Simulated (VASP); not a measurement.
A run of VASP 6.6.1:

INCAR

```
SYSTEM = Pt
ALGO = Fast
EDIFF = 1E-6
EDIFFG = -0.01
ENCUT = 600
GGA = PE
IBRION = 2
ISIF = 3
ISMEAR = 0
LASPH = .TRUE.
LCHARG = .FALSE.
LREAL = .FALSE.
LWAVE = .FALSE.
NELM = 100
NSW = 100
PREC = Accurate
SIGMA = 0.1
```

Contents of KPOINTS:

```
k-points
0
G
  16 16 16
  0 0 0
```

POSCAR

```
Pt
1.0
    0.0000000000      2.8893586611      2.8893586611
    2.8893586611      0.0000000000      2.8893586611
    2.8893586611      2.8893586611      0.0000000000
Pt
2
Direct
    0.0000000000      0.0000000000      0.0000000000
    0.2500000000      0.2500000000      0.2500000000
```

Potentials or basis: VASP PAW PBE potentials, release 64 (Pt).

The run is started by

```console
$ cat potpaw_PBE.64/Pt/POTCAR > POTCAR
$ mpirun -np 1 vasp_std > vasp.out
```

Hardware: 1 thread of AMD EPYC 9R45 96-Core Processor (Zen 5), on a shared host.

Estimate the wall time of this run.

Wall time 2.2 min on 1 thread of AMD EPYC 9R45 96-Core Processor (Zen 5), with other jobs on the host, peak memory 0.26 GiB. Counts: scf iterations 26, k points 145, ion steps 3.
